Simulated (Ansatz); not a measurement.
**Compressing Pt: a fit and a missing row**

Pt, P6_3/mmc, a = 2.759 Å, c = 4.781 Å. This isn't the element's structure at ambient conditions. Ansatz: PBE, PAW, 420 eV, Γ-centred 18×18×10 mesh on 2 atoms, Gaussian smearing 0.10 eV; no spin polarisation. Shape and atoms are relaxed at each volume; pressure is positive in compression.

| V (Å³/atom) | P (GPa) |
| --- | --- |
| 13.864 | ? |
| 14.337 | 29.37 |
| 14.810 | 17.64 |
| 15.282 | 7.96 |
| 15.755 | 0.01 |
| 16.227 | -6.50 |
| 16.700 | -11.84 |
| 17.330 | -17.41 |

Take V0 = 15.755 Å³/atom, count pressures from its P0 = 0.01 GPa, fit the third-order Birch–Murnaghan form to the other rows, and predict the missing pressure.

With the Eulerian strain f = ½[(V0/V)^(2/3) − 1] and y = (P − P0)/[3f(1 + 2f)^(5/2)], the form is the line y = B0 + 1.5 B0 (B0′ − 4) f. Rows (f, y): 0.03245, 257.7; 0.02105, 251.8; 0.01026, 245.5; -0.00974, 234.0; -0.01904, 228.6; -0.03077, 221.2. Means f = 0.0007017, y = 239.80; Σ(Δf)² = 0.003003, ΣΔfΔy = 1.734; the slope is their ratio. y = 239.4 + 577.5 f GPa, so B0 = 239.4 GPa and B0′ = 4 + 2 × (577.5)/(3 × 239.4) = 5.61. At V = 13.864, f = 0.04449, y = 265.09 and P = 43.80 GPa. The run gave 43.58 GPa, so the fit is 0.22 GPa too high, a small miss on the scale of the series.

Spin–orbit coupling is left out, which can shift energies with elements as heavy as these.